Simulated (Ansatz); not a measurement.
# C (Fd-3m, 2 atoms in the cell) under biaxial strain in the (111) plane, part 2 of 3

Wanted: the shifts of the zone-centre modes of C (Fd-3m, 2 atoms in the cell) with strain.

Ansatz 0.2.0; DFT PBE, scalar-relativistic, plane waves, PAW; PAW set soft_1.

So far. Step 3 (Tight relaxation): The forces vanish by symmetry and the pressure is 0.000 GPa, within the tolerances set. The cell now holds 5.70 Å³/atom.

**4. Modes at rest**

The modes at rest are the reference of the series, and the response to a field gives the dielectric tensor and the Born charges.

File input.yaml:

```yaml
crystal:
  lattice:
    - [0.0, 1.7858145695, 1.7858145695]
    - [1.7858145695, 0.0, 1.7858145695]
    - [1.7858145695, 1.7858145695, 0.0]
  atoms:
    - { symbol: C, position: [0.5, 0.5, 0.5] }
    - { symbol: C, position: [0.75, 0.75, 0.75] }
kpoints:
  mp_grid: { grid: [12, 12, 12] }
hamiltonian:
  xc: pbe
  pseudopotentials: { kind: paw, azcp: { folder: soft_1 } }
scf:
  occupations: { method: fixed }
output:
  eigenvalues: true
phonons:
  method: dfpt
  dielectric: true
  rigid_motions: translations
```

Launch:

```
ansatz run input.yaml --threads 4 --pin off --max-ram 10240MiB --backend cpu --events-out ev --progress --plain --runs-dir out
```

Numbers of over 12 decimals in the logs are rounded to 6 here.

The log of the run:

```text
[...]
Crystal: 2 atoms, lattice volume = 11.390 Å³
Basis set: ecut = 420 eV, 229 PW (Γ), exchange–correlation on 40×40×40 points (8 copies of the dense FFT grid, shifted against one another)
Bands: 8, of which v1, the nominal top of the filled ones, is band 4 counted from 1 (3 counted from 0)
Symmetry: 48 space group operations
k-points: 280 of 1728 (irreducible under 4 space group operations, time reversal used)
[...]
SCF iter   1: F=—  HF=-502.161659 eV  |F-HF|=—  |Δ(HF+E_count)|=         —  Δρ=1.38e-1  dr2=1.53e0  ethr=3.10e-3  ⟨swp⟩=3.9  Hψ=12901  notcnv=0  defer=468
[...]
SCF iter   7: F=-501.614732 eV  HF=-501.614732 eV  |F-HF|=1.82e-12  |Δ(HF+E_count)|=  9.65e-11  Δρ=7.55e-7  dr2=2.53e-11  ethr=1.25e-12  ⟨swp⟩=6.6  Hψ=11381  notcnv=0
SCF 1 converged in 7 iterations: F = -501.614732 eV  dr2 = 2.53e-11
[...]
NSCF: frozen V_eff on 1 k-points
DFPT response loops at Γ: preconditioner auto → none (the input reference at scf.mixing.eps_inf says where Resta's filter doesn't serve); β = 0.50; Broyden in place of MSR1
── the response to a field inside a basis, on 12×12×12 k-points: an SCF that follows is theirs, and a resumed run solves both again ──
Bands: 5, of which v1, the nominal top of the filled ones, is band 4 counted from 1 (3 counted from 0)
k-points: 182 of 1728 (irreducible under 12 space group operations)
[...]
Eigensolver: Dense (182 Hₖ)
SCF iter   1: F=—  HF=-501.616800 eV  |F-HF|=—  |Δ(HF+E_count)|=         —  Δρ=4.27e-4  dr2=2.69e-6  ethr=1.00e-1
[...]
SCF iter   3: F=-501.616805 eV  HF=-501.616805 eV  |F-HF|=2.80e-9  |Δ(HF+E_count)|=   1.48e-6  Δρ=8.95e-6  dr2=1.46e-9  ethr=8.14e-9
SCF 1 converged in 3 iterations: F = -501.616805 eV  dr2 = 1.46e-9
[...]
SCF converged after 7 iterations
Free energy (F): -501.614732 eV
[...]
Internal energy: -501.614732 eV  (E = F + TS)
E sigma→0 (E₀):  -501.614732 eV
Fermi energy:    13.272965 eV
[...]
--- Band table (eV; the first three rows and the last of 280) ---
[...]
--- Phonons (Γ-DFPT): 1 representative perturbation + reference, on 280 of 1728 k-points (Σ response iterations 3) ---
  k mesh reduced under 4 symmetry operations, with k and −k counted as one. Each operation leaves every solved perturbation unchanged. A smaller set is not considered because the run solves the response to a homogeneous field
  ASR residual: 2.301e-5 → 0.000e0 eV/Å²; symmetrization residual: 1.077e-13 eV/Å²
  ASR residual per site (eV/Å²): 2.30e-5 2.30e-5
  Γ frequencies (cm⁻¹): 0.00 0.00 0.00 1289.06 1289.06 1289.06
  ε∞ (high-frequency dielectric tensor):
        5.850564    -0.000000     0.000000
       -0.000000     5.850564     0.000000
        0.000000     0.000000     5.850564
  ε⁰ (static dielectric tensor: ions relaxed, cell fixed):
        5.850564    -0.000000     0.000000
       -0.000000     5.850564     0.000000
        0.000000     0.000000     5.850564
  ε⁰ − ε∞ (ionic part):
        0.000000     0.000000     0.000000
        0.000000     0.000000     0.000000
        0.000000     0.000000     0.000000
  softest optical mode at Γ: 1289.06 cm⁻¹; the repairs (sum rule, projections) moved no ω² at Γ by more than (0.72 cm⁻¹)²
  Born effective charges Z* (e; rows j = field, columns β = displacement):
    site 0:
        -0.00000    0.00000    0.00000
        -0.00000    0.00000   -0.00000
         0.00000    0.00000    0.00000
    site 1:
         0.00000   -0.00000   -0.00000
         0.00000   -0.00000    0.00000
        -0.00000   -0.00000   -0.00000
  Z* charge neutrality: 5.819e-4 e pre-enforcement
  solved inside a basis spanned on kpoints, on 12×12×12 k-points, its susceptibility summed on 16×16×16: ε∞ is read to err by 1.6e-2, Z* by 4.4e-3 e (field_mesh: kpoints solves on kpoints)
  optical modes at Γ without the LO–TO term, one row a degenerate level:
      ω (cm⁻¹)  modes    IR ((D/Å)²/amu)
       1289.06      3             0.0000
  optical modes at Γ + LO–TO along q̂ = [1.0000, 0.0000, 0.0000]:
      ω (cm⁻¹)  modes    IR ((D/Å)²/amu)
       1289.06      3             0.0000
  optical modes at Γ + LO–TO along q̂ = [0.0000, 1.0000, 0.0000]:
      ω (cm⁻¹)  modes    IR ((D/Å)²/amu)
       1289.06      3             0.0000
  optical modes at Γ + LO–TO along q̂ = [0.0000, 0.0000, 1.0000]:
      ω (cm⁻¹)  modes    IR ((D/Å)²/amu)
       1289.06      3             0.0000
```

It took 5 s on 4 threads of Arm Neoverse V2, shared host; peak memory 0.42 GiB; 19 s of CPU time.

In the SCF lines HF is the Harris–Foulkes energy and dr2 the Hartree energy of the density residual, in eV; the loop may stop once dr2 is under the threshold and the program's other checks hold. Hψ counts applications of the Hamiltonian.

Numbers from this step:

```
sum-rule residual before enforcement                    : 2.30e-5 eV/Å²
miss of the charge sum rule                             : 5.82e-4 e
estimated error of the dielectric tensor                : 0.01581
estimated error of the Born charges                     : 0.004436 e
point group                                             : m-3m
highest optical mode at the zone centre (no LO-TO term) : 1289 cm⁻¹
lowest optical zone-centre mode                         : 1289 cm⁻¹
mean high-frequency dielectric constant                 : 5.851
largest Born charge (third of the trace)                : 0 e
mean static dielectric constant                         : 5.851
top of the zone-centre spectrum with the field          : 1289 cm⁻¹
```

Patterns of degenerate modes are one choice out of their space. Modes at Γ:

| mode | frequency (cm⁻¹) | symmetry |
| --- | --- | --- |
| 1 | 0.0 | acoustic |
| 2 | 0.0 | acoustic |
| 3 | 0.0 | acoustic |
| 4 | 1289.1 | T2g |
| 5 | 1289.1 | T2g |
| 6 | 1289.1 | T2g |

Displacements in mode 6 (1289.1 cm⁻¹), the largest set to 1:
```
C1   0.00  1.00 -0.25
C2   0.00 -1.00  0.25
```

Optical modes at the zone centre, without and with the macroscopic field of the longitudinal modes; each column is sorted by frequency, so a row need not hold one and the same mode. Modes with and without the field, by row:

| rank among optical modes | no field (cm⁻¹) | q along (1, 0, 0) (cm⁻¹) |
| --- | --- | --- |
| 1 | 1289 | 1289 |
| 2 | 1289 | 1289 |
| 3 | 1289 | 1289 |

The Born charge (rows field, columns displacement) vanishes on all sites.

High-frequency dielectric tensor:

```
5.85 0.00 0.00
0.00 5.85 0.00
0.00 0.00 5.85
```

Static dielectric tensor (ions relaxed, fixed cell):

```
5.85 0.00 0.00
0.00 5.85 0.00
0.00 0.00 5.85
```

Before it was imposed, the acoustic sum rule was missed by 2.3e-5 eV/Å² and the charge sum rule by 5.8e-4 e. Small misses are needed for a sound result but don't prove that mesh and cutoff are converged. The lowest optical mode is real, 1289 cm⁻¹.

**5. Relaxation of a member: biaxial strain of +4 % in the (111) plane**

The cell takes a biaxial strain of +4 % in the (111) plane. The strained lengths are held, while the rest of the cell and the atoms relax.

input.yaml, the sections that differ from step 4:

```yaml
crystal:
  lattice:
    - [-0.0510798803, 1.806167272, 1.806167272]
    - [1.806167272, -0.0510798803, 1.806167272]
    - [1.806167272, 1.806167272, -0.0510798803]
  atoms:
    - { symbol: C, position: [0.4998818893, 0.4998818893, 0.4998818893] }
    - { symbol: C, position: [0.7501181107, 0.7501181107, 0.7501181107] }
  conventional_axes: [[-1, 1, 0], [0, -1, 1], [1, 1, 1]]
output:
  forces: true
  stress: true
  eigenvalues: true
relax:
  adjacent_minimum: "off"
  f_tol: 0.001
  max_steps: 60
  cell: { stress_tol: 0.01, fix: [a, b, gamma] }
# kpoints, hamiltonian, scf: as in step 4
# phonons: removed
```

The log of the run:

```text
[...]
Crystal: 2 atoms, lattice volume = 12.284 Å³
Basis set: ecut = 420 eV, 253 PW (Γ), exchange–correlation on 36×36×36 points (8 copies of the dense FFT grid, shifted against one another)
Bands: 8, of which v1, the nominal top of the filled ones, is band 4 counted from 1 (3 counted from 0)
Symmetry: 12 space group operations
[...]
k-points: 189 of 1728
[...]
--- Band table (eV; the first three rows and the last of 189) ---
[...]
--- Relaxed structure (5 steps of the walk, 5 accepted, 2 SCFs on fresh bases) ---
[...]
cell:  # Å, volume = 12.2733 Å³
    - [-0.052117, 1.805130, 1.805130]
    - [1.805130, -0.052117, 1.805130]
    - [1.805130, 1.805130, -0.052117]
  atoms:
    - { symbol: C, position: [0.499886, 0.499886, 0.499886] }
    - { symbol: C, position: [0.750114, 0.750114, 0.750114] }
[key lines of the parts left out:]
SCF converged after 3 iterations
Free energy (F): -501.488180 eV
Fermi energy:    11.972822 eV
P = ⅓ Tr σ = -27.2099 GPa (-272.099 kbar)
```

The job ended after 2.3 s (4 threads; peak memory 0.28 GiB; 8 s of CPU time).

Little changed from the start: no atom moved by 0.005 Å and no cell edge by 0.1 %.

This step gave:

```yaml
pressure: -27.21 GPa
gap_on_the_k_mesh: 3.916 eV
volume_per_atom: 6.137 Å³
```

The largest force component left is 0.0016 meV/Å.

**6. Zone-centre modes of the member: biaxial strain of +4 % in the (111) plane**

The zone-centre modes follow for biaxial strain of +4 % in the (111) plane, with the response to a field.

input.yaml, the sections that differ from step 5:

```yaml
crystal:
  lattice:
    - [-0.0521167688, 1.8051303835, 1.8051303835]
    - [1.8051303835, -0.0521167688, 1.8051303835]
    - [1.8051303835, 1.8051303835, -0.0521167688]
  atoms:
    - { symbol: C, position: [0.4998860373, 0.4998860373, 0.4998860373] }
    - { symbol: C, position: [0.7501139627, 0.7501139627, 0.7501139627] }
output:
  eigenvalues: true
phonons:
  method: dfpt
  dielectric: true
  rigid_motions: translations
# kpoints, hamiltonian, scf: as in step 5
# relax: removed
```

The log of the run:

```text
[...]
Crystal: 2 atoms, lattice volume = 12.273 Å³
Basis set: ecut = 420 eV, 253 PW (Γ), exchange–correlation on 40×40×40 points (8 copies of the dense FFT grid, shifted against one another)
Bands: 8, of which v1, the nominal top of the filled ones, is band 4 counted from 1 (3 counted from 0)
Symmetry: 12 space group operations
k-points: 476 of 1728 (irreducible under 2 space group operations, time reversal used)
[...]
SCF iter   1: F=—  HF=-501.925743 eV  |F-HF|=—  |Δ(HF+E_count)|=         —  Δρ=1.22e-1  dr2=1.29e0  ethr=3.10e-3  ⟨swp⟩=3.9  Hψ=21696  notcnv=0  defer=892
[...]
SCF iter   7: F=-501.488180 eV  HF=-501.488180 eV  |F-HF|=1.14e-13  |Δ(HF+E_count)|=  2.03e-10  Δρ=5.44e-7  dr2=1.61e-11  ethr=1.25e-12  ⟨swp⟩=7.2  Hψ=20230  notcnv=0
SCF 1 converged in 7 iterations: F = -501.488180 eV  dr2 = 1.61e-11
[...]
Bands: 5, of which v1, the nominal top of the filled ones, is band 4 counted from 1 (3 counted from 0)
k-points: 182 of 1728
[...]
Eigensolver: Dense (182 Hₖ)
SCF iter   1: F=—  HF=-501.490044 eV  |F-HF|=—  |Δ(HF+E_count)|=         —  Δρ=3.94e-4  dr2=2.32e-6  ethr=1.00e-1
[...]
SCF iter   3: F=-501.490050 eV  HF=-501.490050 eV  |F-HF|=2.37e-9  |Δ(HF+E_count)|=   1.46e-6  Δρ=8.02e-6  dr2=1.24e-9  ethr=7.01e-9
SCF 1 converged in 3 iterations: F = -501.490050 eV  dr2 = 1.24e-9
[...]
SCF converged after 7 iterations
Free energy (F): -501.488180 eV
[...]
Internal energy: -501.488180 eV  (E = F + TS)
E sigma→0 (E₀):  -501.488180 eV
Fermi energy:    11.972819 eV
[...]
--- Band table (eV; the first three rows and the last of 476) ---
[...]
ASR residual: 8.800e-6 → 0.000e0 eV/Å²; symmetrization residual: 9.459e-14 eV/Å²
  ASR residual per site (eV/Å²): 8.80e-6 8.80e-6
  Γ frequencies (cm⁻¹): 0.00 0.00 0.00 1155.67 1155.67 1274.55
  ε∞ (high-frequency dielectric tensor):
        6.031733    -0.175097    -0.175097
       -0.175097     6.031733    -0.175097
       -0.175097    -0.175097     6.031733
  ε⁰ (static dielectric tensor: ions relaxed, cell fixed):
        6.031733    -0.175097    -0.175097
       -0.175097     6.031733    -0.175097
       -0.175097    -0.175097     6.031733
  ε⁰ − ε∞ (ionic part):
        0.000000    -0.000000     0.000000
       -0.000000     0.000000    -0.000000
        0.000000    -0.000000     0.000000
[...]
Born effective charges Z* (e; rows j = field, columns β = displacement):
    site 0:
         0.00000    0.00000    0.00000
         0.00000    0.00000   -0.00000
        -0.00000    0.00000    0.00000
    site 1:
         0.00000    0.00000   -0.00000
         0.00000    0.00000    0.00000
         0.00000    0.00000    0.00000
  Z* charge neutrality: 4.651e-4 e pre-enforcement
[...]
optical modes at Γ without the LO–TO term, one row a degenerate level:
      ω (cm⁻¹)  modes    IR ((D/Å)²/amu)
       1155.67      2             0.0000
       1274.55      1             0.0000
  optical modes at Γ + LO–TO along q̂ = [1.0000, 0.0000, 0.0000]:
      ω (cm⁻¹)  modes    IR ((D/Å)²/amu)
       1155.67      2             0.0000
       1274.55      1             0.0000
  optical modes at Γ + LO–TO along q̂ = [0.0000, 1.0000, 0.0000]:
      ω (cm⁻¹)  modes    IR ((D/Å)²/amu)
       1155.67      2             0.0000
       1274.55      1             0.0000
  optical modes at Γ + LO–TO along q̂ = [0.0000, 0.0000, 1.0000]:
      ω (cm⁻¹)  modes    IR ((D/Å)²/amu)
       1155.67      2             0.0000
       1274.55      1             0.0000
```

The job ended after 6.5 s (4 threads; peak memory 0.49 GiB; 24 s of CPU time).

Numbers from this step:

```yaml
sum_rule_residual_before_enforcement: 8.80e-6 eV/Å²
miss_of_the_charge_sum_rule: 4.65e-4 e
estimated_error_of_the_dielectric_tensor: 0.01615
estimated_error_of_the_born_charges: 0.004349 e
point_group: -3m
highest_optical_mode_at_the_zone_centre_no_lo_to_term: 1275 cm⁻¹
lowest_optical_zone_centre_mode: 1156 cm⁻¹
mean_high_frequency_dielectric_constant: 6.032
mean_static_dielectric_constant: 6.032
top_of_the_zone_centre_spectrum_with_the_field: 1275 cm⁻¹
```

Patterns of degenerate modes are one choice out of their space. Modes at Γ:

| mode | frequency (cm⁻¹) | symmetry |
| --- | --- | --- |
| 1 | 0.0 | acoustic |
| 2 | 0.0 | acoustic |
| 3 | 0.0 | acoustic |
| 4 | 1155.7 | Eg |
| 5 | 1155.7 | Eg |
| 6 | 1274.5 | A1g |

Displacements in mode 4 (1155.7 cm⁻¹), the largest set to 1:
```
C1  -1.00  0.12  0.88
C2   1.00 -0.12 -0.88
```

Displacements in mode 6 (1274.5 cm⁻¹), the largest set to 1:
```
C1   1.00  1.00  1.00
C2  -1.00 -1.00 -1.00
```

The lowest optical mode is real, 1156 cm⁻¹, and the highest lies at 1274.5 cm⁻¹.

**7. Relaxation of a member: biaxial strain of -4 % in the (111) plane**

The cell takes a biaxial strain of -4 % in the (111) plane. The strained lengths are held, while the rest of the cell and the atoms relax.

input.yaml, the sections that differ from step 6:

```yaml
crystal:
  lattice:
    - [0.0515920306, 1.7659740173, 1.7659740173]
    - [1.7659740173, 0.0515920306, 1.7659740173]
    - [1.7659740173, 1.7659740173, 0.0515920306]
  atoms:
    - { symbol: C, position: [0.500348091, 0.500348091, 0.500348091] }
    - { symbol: C, position: [0.749651909, 0.749651909, 0.749651909] }
  conventional_axes: [[-1, 1, 0], [0, -1, 1], [1, 1, 1]]
output:
  forces: true
  stress: true
  eigenvalues: true
relax:
  adjacent_minimum: "off"
  f_tol: 0.001
  max_steps: 60
  cell: { stress_tol: 0.01, fix: [a, b, gamma] }
# kpoints, hamiltonian, scf: as in step 6
# phonons: removed
```

The log of the run:

```text
[...]
Crystal: 2 atoms, lattice volume = 10.532 Å³
Basis set: ecut = 420 eV, 193 PW (Γ), exchange–correlation on 36×36×36 points (8 copies of the dense FFT grid, shifted against one another)
Bands: 8, of which v1, the nominal top of the filled ones, is band 4 counted from 1 (3 counted from 0)
Symmetry: 12 space group operations
[...]
k-points: 189 of 1728
[...]
--- Band table (eV; the first three rows and the last of 189) ---
[...]
--- Relaxed structure (5 steps of the walk, 5 accepted, 2 SCFs on fresh bases) ---
[...]
cell:  # Å, volume = 10.5451 Å³
    - [0.053029, 1.767411, 1.767411]
    - [1.767411, 0.053029, 1.767411]
    - [1.767411, 1.767411, 0.053029]
  atoms:
    - { symbol: C, position: [0.500523, 0.500523, 0.500523] }
    - { symbol: C, position: [0.749477, 0.749477, 0.749477] }
[key lines of the parts left out:]
SCF converged after 4 iterations
Free energy (F): -501.460089 eV
Fermi energy:    14.803616 eV
P = ⅓ Tr σ = 39.4587 GPa (394.587 kbar)
```

Wall time 2.5 s (4 threads); peak memory 0.27 GiB; 8.7 s of CPU time.

[end of part 2 of 3]

[Logs are printed without paths, hosts, clocks, repeated set-up lines and the standing remarks that a program may print on its own settings, such as how far it seeks lower states.]

[Hosts, paths, dates, database ids (printed as entryN), source tags and the programs' standing remarks are cut or masked in the printed files.]
